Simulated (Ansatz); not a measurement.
## Zone-centre phonons of ZrN at 9 GPa: input and output

Computed with DFT LDA, scalar-relativistic, plane waves, PAW in Ansatz 0.2.0.

Launched with:
```bash
ansatz run input.yaml --threads 1 --pin off --max-ram 3072MiB --backend cpu --events-out ev --progress --plain --runs-dir out
```

Input (bare energies are in eV):
```yaml
crystal:
  lattice:
    - [0.0, 2.2403046378, 2.2403046378]
    - [2.2403046378, 0.0, 2.2403046378]
    - [2.2403046378, 2.2403046378, 0.0]
  atoms:
    - { symbol: Zr, position: [0.0, 0.0, 0.0] }
    - { symbol: "N", position: [0.5, 0.5, 0.5] }
basis:
  ecutwfc: 420
kpoints:
  mp_grid: { grid: [16, 16, 16] }
hamiltonian:
  xc: lda
scf:
  occupations: { method: fermi_dirac, width: 0.15 }
output:
  eigenvalues: true
phonons:
  method: dfpt
  eigenvectors: true
```

The end of the output:
```
--- Phonons (Γ-DFPT): 2 representative perturbations + reference, on 349 of 4096 k-points (Σ response iterations 6) ---
  k mesh reduced under 8 symmetry operations, with k and −k counted as one. Each operation leaves every solved perturbation unchanged. A smaller set is not used because it would not reduce the number of displacements ...
  ASR residual: 5.994e-4 → 0.000e0 eV/Å²; symmetrization residual: 9.425e-7 eV/Å²
  ASR residual per site (eV/Å²): 5.99e-4 1.21e-4
  Γ frequencies (cm⁻¹): 0.00 0.00 0.00 541.17 541.17 541.17
  non-analytic LO–TO correction: not included (Born effective charges unavailable; polar crystals: no LO–TO splitting at Γ)
```

Time: 9.6 s on 1 thread of AMD EPYC 9R45 96-Core Processor (Zen 5) (shared host), peak memory 0.69 GiB.

In a metal, frequencies and elastic constants depend on the k mesh and the smearing, soft modes and shear constants most.